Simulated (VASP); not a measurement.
The system is MoSe2.

```
CELL_PARAMETERS angstrom
3.28800 0.00000 0.00000
-1.64400 2.84749 0.00000
0.00000 0.00000 12.90000
ATOMIC_POSITIONS crystal
Mo 0.33333 0.66667 0.25000
Mo 0.66667 0.33333 0.75000
Se 0.33333 0.66667 0.62500
Se 0.66667 0.33333 0.12500
Se 0.33333 0.66667 0.87500
Se 0.66667 0.33333 0.37500
```

| Item | Value |
| --- | --- |
| Program | VASP 6.6.1 |
| Task | relaxation of cell and atoms |
| Functional | PBE |
| Potentials or basis | VASP PAW PBE potentials, release 64 (Mo_sv, Se) |
| Cutoff | 600 eV |
| k mesh | 9 × 9 × 2 |
| Occupations | gaussian, width 0.03 eV |
| Spin | no spin polarisation |

At the start: pressure 8.3 GPa; volume 20.13 Å³/atom.

Problem. Where does the relaxation end?

Solution. Over 33 steps the energy falls by 42.4 meV/atom and the volume is 23.29 Å³/atom (+15.7 %); space group P6_3/mmc (No. 194, to 0.05 Å).

The path:
| step | energy change (eV) | largest force (eV/Å) | pressure (GPa) | volume (Å³) |
| --- | --- | --- | --- | --- |
| 1 | 0.0000 | 1.1451 | 8.30 | 120.78 |
| 2 | 0.5024 | 1.9456 | -11.26 | 139.89 |
| 3 | -0.2038 | 0.1617 | -0.31 | 126.98 |
| 4 | -0.2042 | 0.1136 | 0.02 | 126.71 |
| 5 | -0.2042 | 0.0918 | 0.16 | 126.59 |
| 6 | -0.2087 | 0.1057 | 0.23 | 126.77 |
| 7 | -0.2159 | 0.1452 | 0.46 | 127.28 |
| 8 | -0.2196 | 0.1418 | 0.32 | 127.80 |
| 9 | -0.2281 | 0.1319 | -0.07 | 129.37 |
| 10 | -0.2358 | 0.1076 | -0.75 | 132.53 |
| 11 | -0.2386 | 0.0505 | -0.45 | 132.73 |
| 12 | -0.2412 | 0.0464 | 0.06 | 133.06 |
| 13 | -0.2415 | 0.0927 | 0.29 | 133.21 |
| 14 | -0.2444 | 0.0825 | 0.34 | 133.73 |
| 15 | -0.2497 | 0.0562 | 0.51 | 135.27 |
| 16 | -0.2471 | 0.0245 | 1.00 | 138.27 |
| 17 | -0.2505 | 0.0529 | 0.74 | 136.48 |
| 18 | -0.2517 | 0.1367 | -0.42 | 138.69 |
| 19 | -0.2526 | 0.0612 | 0.04 | 137.79 |
| 20 | -0.2535 | 0.0378 | -0.04 | 138.18 |
| 21 | -0.2537 | 0.0207 | -0.08 | 138.46 |
| 22 | -0.2538 | 0.0077 | 0.09 | 138.33 |
| 23 | -0.2538 | 0.0026 | 0.03 | 138.38 |
| 24 | -0.2538 | 0.0047 | 0.04 | 138.40 |
| 25 | -0.2539 | 0.0106 | 0.07 | 138.45 |
| 26 | -0.2539 | 0.0133 | 0.09 | 138.48 |
| 27 | -0.2539 | 0.0156 | 0.07 | 138.53 |
| 28 | -0.2540 | 0.0239 | 0.02 | 138.68 |
| 29 | -0.2541 | 0.0399 | -0.08 | 138.97 |
| 30 | -0.2541 | 0.0384 | -0.07 | 139.01 |
| 31 | -0.2542 | 0.0333 | -0.07 | 139.11 |
| 32 | -0.2544 | 0.0251 | -0.05 | 139.31 |
| 33 | -0.2547 | 0.0069 | -0.02 | 139.72 |

Final structure:
```cif
data_structure
_symmetry_space_group_name_H-M 'P 1'
_symmetry_Int_Tables_number 1
_cell_length_a 3.3230
_cell_length_b 3.3230
_cell_length_c 14.6111
_cell_angle_alpha 90.000
_cell_angle_beta 90.000
_cell_angle_gamma 120.000
_cell_volume 139.72
loop_
_atom_site_label
_atom_site_type_symbol
_atom_site_fract_x
_atom_site_fract_y
_atom_site_fract_z
_atom_site_occupancy
Mo1 Mo 0.33333 0.66667 0.25000 1
Mo2 Mo 0.66667 0.33333 0.75000 1
Se1 Se 0.33333 0.66667 0.63568 1
Se2 Se 0.66667 0.33333 0.13568 1
Se3 Se 0.33333 0.66667 0.86432 1
Se4 Se 0.66667 0.33333 0.36432 1
```

Caveat: the volume moved by over 15 % at a fixed basis, so the end points are rough; this functional lacks dispersion, which binds the layers, so the pressure and a relaxed spacing across them are unreliable, and here the layers came unbound; the volume moved by +16 % from the deposited cell, more than functionals usually miss.
